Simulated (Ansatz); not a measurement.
Level of theory: DFT PBE, scalar-relativistic, plane waves, PAW in Ansatz 0.2.0.

Plane waves to 420 eV, a k mesh through Γ of 12×16×16 on the computed 2-atom cell and Gaussian smearing (0.10 eV); collinear spin from starting moments 0.85 0 μB.

Structure with the computed forces (eV/Å) in the last three columns:

```xyz
2
Lattice="3.4809 0.0000 0.0000 0.0000 1.6742 1.9113 0.0000 -1.6742 1.9113" Properties=species:S:1:pos:R:3:forces:R:3 pbc="T T T" pressure_GPa=-0.51
Fe    0.0000    0.0000    0.0821    0.0000    0.0000    0.1270
Si    1.7404    0.0000    2.2172    0.0000    0.0000   -0.1270
```

Stress tensor (GPa, compression positive):

```
-12.30   0.00   0.00
  0.00   5.11   0.00
  0.00   0.00   5.68
```

Only parallel moments were tried here.

This form isn't the usual stable structure of the compound.